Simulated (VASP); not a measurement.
# KCl (nc) (Fm-3m) in VASP: single point with PBE

Aim: the single point of KCl (nc) with PBE.

Program: VASP 6.6.1. These are calculated values, not measurements. Logs are shortened: lines on timing, memory, paths and dates and some standing lists are left out, and cuts for length are marked.

**The experiment to reproduce.**

A printed reference work, monograph reports, for a bulk crystal of KCl: band gap 8.68 eV.

The runs below are set against these values where they give the same quantity.

### Step 1. The cell of the first run

Symmetry: Fm-3m, No. 225, cubic system. Conventional cell: a = 6.380 Å, b = 6.380 Å, c = 6.380 Å, α = 90.00°, β = 90.00°, γ = 90.00°. K (site symmetry m-3m) has 6 Cl at 3.19 Å within 4.2 Å. Within 4.2 Å of Cl (site symmetry m-3m) lie 6 K at 3.19 Å.

### Step 2. Single point, PBE

INCAR

```
SYSTEM = KCl
ALGO     = Normal         ! electronic algorithm
EDIFF    = 1E-6           ! SCF threshold, eV
ENCUT    = 500            ! plane-wave cutoff, eV
GGA      = PE             ! functional
GGA_COMPAT= .False.      
ISIF     = 2              ! what is computed and relaxed
ISMEAR   = 0              ! smearing method
LASPH    = .True.         ! aspherical terms in the spheres
LCHARG   = .True.         ! write CHGCAR
LELF     = .True.         ! ELF
LREAL    = .False.        ! projectors in reciprocal space
LVHAR    = .True.       
LWAVE    = .False.        ! write WAVECAR
NBANDS   = 15             ! bands
NELM     = 120            ! most SCF steps
PREC     = Accurate       ! precision mode
SIGMA    = 0.02           ! smearing width, eV
```

KPOINTS

```
k-points
0
Gamma
  6 6 6
  0 0 0
```

POSCAR

```
KCl
1.0
    0.0000000000      3.1899949615      3.1899949615
    3.1899949615      0.0000000000      3.1899949615
    3.1899949615      3.1899949615      0.0000000000
K Cl
1 1
Direct
    0.0000000000      0.0000000000      0.0000000000
    0.5000000000      0.5000000000      0.5000000000
```

Potentials or basis: VASP PAW PBE potentials, release 64 (K_sv, Cl).

On the command line:

```bash
> cat potpaw_PBE.64/K_sv/POTCAR potpaw_PBE.64/Cl/POTCAR > POTCAR
> mpirun -np 1 vasp_std > vasp.out
```

OUTCAR:

```text
SYSTEM = KCl
   EDIFF = 1E-6
   ENCUT = 500
   GGA = PE
   ISIF = 2
   ISMEAR = 0
   LASPH = .True.
   LREAL = .False.
   NELM = 120
   PREC = Accurate

 ion  position               nearest neighbor table
   1  0.000  0.000  0.000-   2 3.19   2 3.19   2 3.19   2 3.19   2 3.19   2 3.19
   2  0.500  0.500  0.500-   1 3.19   1 3.19   1 3.19   1 3.19   1 3.19   1 3.19

  LATTYP: Found a face centered cubic cell.
 ALAT       =     6.3799899230

  Lattice vectors:

 A1 = (   0.0000000000,   3.1899949615,   3.1899949615)
 A2 = (   3.1899949615,   0.0000000000,   3.1899949615)
 A3 = (   3.1899949615,   3.1899949615,   0.0000000000)

Analysis of symmetry for initial positions (statically):
=====================================================================
 Subroutine PRICEL returns:
 Original cell was already a primitive cell.

 Routine SETGRP: Setting up the symmetry group for a
 face centered cubic supercell.

 Subroutine GETGRP returns: Found 48 space group operations
 (whereof 48 operations were pure point group operations)
 out of a pool of 48 trial point group operations.

The static configuration has the point symmetry O_h .

Analysis of symmetry for dynamics (positions and initial velocities):
=====================================================================
 Subroutine PRICEL returns:
 Original cell was already a primitive cell.

 Routine SETGRP: Setting up the symmetry group for a
 face centered cubic supercell.

 Subroutine GETGRP returns: Found 48 space group operations
 (whereof 48 operations were pure point group operations)
 out of a pool of 48 trial point group operations.

The dynamic configuration has the point symmetry O_h .

 Subroutine INISYM returns: Found 48 space group operations
 (whereof 48 operations are pure point group operations),
 and found     1 'primitive' translations

----------------------------------------------------------------------------------------

                                     Primitive cell

  volume of cell :      64.9232

  direct lattice vectors                    reciprocal lattice vectors
     0.000000000  3.189994962  3.189994962    -0.156740059  0.156740059  0.156740059
     3.189994962  0.000000000  3.189994962     0.156740059 -0.156740059  0.156740059
     3.189994962  3.189994962  0.000000000     0.156740059  0.156740059 -0.156740059

  length of vectors
     4.511334138  4.511334138  4.511334138     0.271481747  0.271481747  0.271481747

  position of ions in fractional coordinates (direct lattice)
     0.000000000  0.000000000  0.000000000
     0.500000000  0.500000000  0.500000000

  ion indices of the primitive-cell ions
   primitive index   ion index
                 1           1
                 2           2

----------------------------------------------------------------------------------------

 KPOINTS: k-points

Automatic generation of k-mesh.
 Grid dimensions read from file:
 generate k-points for:    6    6    6

 Generating k-lattice:

  Cartesian coordinates                     Fractional coordinates (reciprocal lattice)
    -0.026123343  0.026123343  0.026123343     0.166666667  0.000000000  0.000000000
     0.026123343 -0.026123343  0.026123343     0.000000000  0.166666667  0.000000000
     0.026123343  0.026123343 -0.026123343     0.000000000  0.000000000  0.166666667

  Length of vectors
     0.045246958  0.045246958  0.045246958

  Shift w.r.t. Gamma in fractional coordinates (k-lattice)
     0.000000000  0.000000000  0.000000000

 Subroutine IBZKPT returns following result:
 ===========================================

 Found     16 irreducible k-points:

 Following reciprocal coordinates:
            Coordinates               Weight
  0.000000  0.000000  0.000000      1.000000
  0.166667  0.000000  0.000000      8.000000
  0.333333  0.000000  0.000000      8.000000
  0.500000  0.000000  0.000000      4.000000
  0.166667  0.166667  0.000000      6.000000
  0.333333  0.166667  0.000000     24.000000
[... 8 lines left out ...]
 -0.333333  0.333333  0.166667     24.000000
 -0.333333  0.500000  0.166667     12.000000
   k-points           NKPTS =     16   k-points in BZ     NKDIM =     16   number of bands    NBANDS=     15
   number of dos      NEDOS =    301   number of ions     NIONS =      2
   total plane-waves  NPLWV =  46656
   dimension x,y,z NGX =    36 NGY =   36 NGZ =   36
   dimension x,y,z NGXF=    72 NGYF=   72 NGZF=   72
   ions per type =               1   1
   NGX,Y,Z   is equivalent  to a cutoff of  13.27, 13.27, 13.27 a.u.
   NGXF,Y,Z  is equivalent  to a cutoff of  26.53, 26.53, 26.53 a.u.
 SYSTEM =  KCl
   PREC   = accura    normal or accurate (medium, high low for compatibility)
   ISTART =      0    job   : 0-new  1-cont  2-samecut
   ICHARG =      2    charge: 1-file 2-atom 10-const
   ISPIN  =      1    spin polarized calculation?
   LNONCOLLINEAR =      F non collinear calculations
   LSORBIT =      F    spin-orbit coupling
   LASPH  =      T    aspherical Exc in radial PAW
   ENCUT  =  500.0 eV  36.75 Ry    6.06 a.u.   8.23  8.23  8.23*2*pi/ulx,y,z
   NELM   =    120;   NELMIN=  2; NELMDL= -5     # of ELM steps
   EDIFF  = 0.1E-05   stopping-criterion for ELM
   LREAL  =      F    real-space projection
   EDIFFG = 0.1E-04   stopping-criterion for IOM
   NSW    =      0    number of steps for IOM
   IBRION =     -1    ionic relax: 0-MD 1-quasi-New 2-CG
   NFREE  =      0    steps in history (QN), initial steepest desc. (CG)
   ISIF   =      2    stress and relaxation
   ISYM   =      2    0-nonsym 1-usesym 2-fastsym
   POTIM  = 0.5000    time-step for ionic-motion
   TEBEG  =    0.0;   TEEND  =   0.0 temperature during run
   PSTRESS=    0.0 pullay stress
   NELECT =      16.0000    total number of electrons
   NUPDOWN=      -1.0000    fix difference up-down
   EMIN   =  10.00;   EMAX   =-10.00  energy-range for DOS
   EFERMI =   0.00;   METHOD = LEGACY
   ISMEAR =     0;   SIGMA  =   0.02  broadening in eV -4-tet -1-fermi 0-gaus
   EFERMI_NEDOS =   21; number of points for ismear=-14 and -15
   IALGO  =     38    algorithm
   IMIX   =      4    mixing-type and parameters
     AMIX     =   0.40;   BMIX     =  1.00
     AMIX_MAG =   1.60;   BMIX_MAG =  1.00
  volume/ion in A,a.u.               =      32.46       219.06
  Fermi-wavevector in a.u.,A,eV,Ry     =   1.026396  1.939607 14.333577  1.053488
  Thomas-Fermi vector in A             =   2.160286
   LORBIT       =      0    0 simple, 1 ext, 2 COOP (PROOUT), +10 PAW based schemes
   GGA     = PE    functional components
   LHFCALC =     F    Hartree Fock is set to
   AEXX    =    0.0000 exact exchange contribution
   IVDW    =     0    specifies the selected vdW correction
   LEPSILON=     F    determine dielectric tensor
   LRPA    =     F    only Hartree local field effects (RPA)
 non-spin polarized calculation
 Gauss-broadening in eV      SIGMA  =   0.02
  energy-cutoff  :      500.00
  volume of cell :       64.92
 maximum number of plane-waves:      1676
 NGX is ok and might be reduce to    36
   NGX = 17   NGY = 17   NGZ = 17

 number of electron      15.9999998 magnetization

 Free energy of the ion-electron system (eV)
  ---------------------------------------------------
  ext. energy  EPLUGINS =         0.00000000
  ---------------------------------------------------
  free energy    TOTEN  =        -6.81076672 eV

  energy without entropy =       -6.81076672  energy(sigma->0) =       -6.81076672

 E-fermi :  -1.8084     XC(G=0):  -7.3724

 val. band max:       -2.0007045298   @ k =   0.0000   0.0000   0.0000
 cond. band min:       3.0466015167   @ k =   0.0000   0.0000   0.0000
 fundamental gap:      5.0473060465
 Fermi energy:        -1.8083537342

 k-point     1 :       0.0000    0.0000    0.0000
  band No.  band energies     occupation
      1     -29.3016      2.00000
      2     -14.0740      2.00000
      3     -12.7613      2.00000
      4     -12.7613      2.00000
      5     -12.7613      2.00000
      6      -2.0007      2.00000
      7      -2.0007      2.00000
      8      -2.0007      2.00000
      9       3.0466      0.00000
     10       6.3534      0.00000
     11       6.3534      0.00000
     12       6.3534      0.00000
     13       7.2075      0.00000
     14       7.2075      0.00000
     15      10.8311      0.00000

 k-point     2 :       0.1667    0.0000    0.0000
  band No.  band energies     occupation
      1     -29.2995      2.00000
      2     -14.1216      2.00000
      3     -12.7634      2.00000
      4     -12.7634      2.00000
      5     -12.7018      2.00000
      6      -2.2934      2.00000
      7      -2.0777      2.00000
      8      -2.0777      2.00000
      9       3.6584      0.00000
     10       6.1743      0.00000
     11       6.6833      0.00000
     12       6.6833      0.00000
     13       7.5546      0.00000
     14       7.5546      0.00000
     15      11.6840      0.00000

 k-point     3 :       0.3333    0.0000    0.0000
  band No.  band energies     occupation
      1     -29.2952      2.00000
      2     -14.2067      2.00000
      3     -12.7677      2.00000
      4     -12.7677      2.00000
      5     -12.5925      2.00000
      6      -2.7765      2.00000
      7      -2.2241      2.00000
      8      -2.2241      2.00000
      9       4.8813      0.00000
     10       6.1761      0.00000
     11       7.5760      0.00000
     12       7.5760      0.00000
     13       8.4359      0.00000
     14       8.4359      0.00000
     15      10.5768      0.00000
[... 199 lines left out ...]
 k-point    15 :      -0.3333    0.3333    0.1667
  band No.  band energies     occupation
      1     -29.2912      2.00000
      2     -14.1203      2.00000
      3     -12.8263      2.00000
      4     -12.8106      2.00000
      5     -12.6558      2.00000
      6      -2.6691      2.00000
      7      -2.4144      2.00000
      8      -2.3286      2.00000
      9       5.8694      0.00000
     10       6.1053      0.00000
     11       7.5574      0.00000
     12       7.8373      0.00000
     13       9.0408      0.00000
     14       9.5566      0.00000
     15       9.7097      0.00000

 k-point    16 :      -0.3333    0.5000    0.1667
  band No.  band energies     occupation
      1     -29.2905      2.00000
      2     -14.0513      2.00000
      3     -12.8631      2.00000
      4     -12.8267      2.00000
      5     -12.7107      2.00000
      6      -2.5469      2.00000
      7      -2.3929      2.00000
      8      -2.3424      2.00000
      9       5.2406      0.00000
     10       6.7984      0.00000
     11       6.8784      0.00000
     12       7.9945      0.00000
     13       8.8070      0.00000
     14       9.5404      0.00000
     15      10.0622      0.00000

------------------------ aborting loop because EDIFF is reached ----------------------------------------

  FORCE on cell =-STRESS in cart. coord.  units (eV):
  Direction    XX          YY          ZZ          XY          YZ          ZX
  --------------------------------------------------------------------------------------
  -------------------------------------------------------------------------------------
  Total        0.0086384      0.0086384      0.0086384      0.0000000      0.0000000      0.0000000
  in kB        0.2131780      0.2131780      0.2131780      0.0000000      0.0000000      0.0000000
  external PRESSURE =       0.2131780 kB  Pullay stress =       0.0000000 kB

 VOLUME and BASIS-vectors are now :
 -----------------------------------------------------------------------------
  energy-cutoff  :      500.00
  volume of cell :       64.92
      direct lattice vectors                 reciprocal lattice vectors
     0.000000000  3.189994962  3.189994962    -0.156740059  0.156740059  0.156740059
     3.189994962  0.000000000  3.189994962     0.156740059 -0.156740059  0.156740059
     3.189994962  3.189994962  0.000000000     0.156740059  0.156740059 -0.156740059

 POSITION                                       TOTAL-FORCE (eV/Angst)
 -----------------------------------------------------------------------------------
      0.00000      0.00000      0.00000         0.000000     -0.000000      0.000000
      3.18999      3.18999      3.18999        -0.000000      0.000000     -0.000000
 -----------------------------------------------------------------------------------
    total drift:                                0.000000      0.000000      0.000000

  FREE ENERGIE OF THE ION-ELECTRON SYSTEM (eV)
  ---------------------------------------------------
  free  energy   TOTEN  =        -6.8107667231 eV

  energy  without entropy=       -6.8107667231  energy(sigma->0) =       -6.81076672
```

Run time: 58 s. Hardware: 1 thread of AMD EPYC 7R13, shared host; peak memory 0.17 GiB.

What came out:

```
Free energy            : -6.8108 eV
Pressure               : 0.0 GPa
Band gap on the k mesh : 5.05 eV, direct
```

Levels at points of the mesh, in eV from the valence-band top:
| k point | band 4 | band 5 | band 6 | band 7 | band 8 | band 9 | band 10 | band 11 | band 12 | band 13 |
| --- | --- | --- | --- | --- | --- | --- | --- | --- | --- | --- |
| (0.00, 0.00, 0.00) | -10.76 | -10.76 | 0.00 | 0.00 | 0.00 | 5.05 | 8.35 | 8.35 | 8.35 | 9.21 |
| (0.50, 0.00, 0.00) | -10.77 | -10.54 | -0.98 | -0.29 | -0.29 | 7.47 | 8.43 | 10.39 | 10.39 | 11.26 |
| (0.50, 0.50, 0.00) | -10.81 | -10.81 | -0.63 | -0.21 | -0.21 | 6.56 | 8.16 | 9.83 | 10.15 | 10.46 |

### Step 3. How close it comes

Step 2. Against the measured gap of KCl, 8.68 eV (a printed reference work, monograph), the calculated 5.05 eV is off by -3.63 eV. The value is that of PBE, without temperature or zero-point motion. Semilocal functionals fall short of measured gaps as a rule.
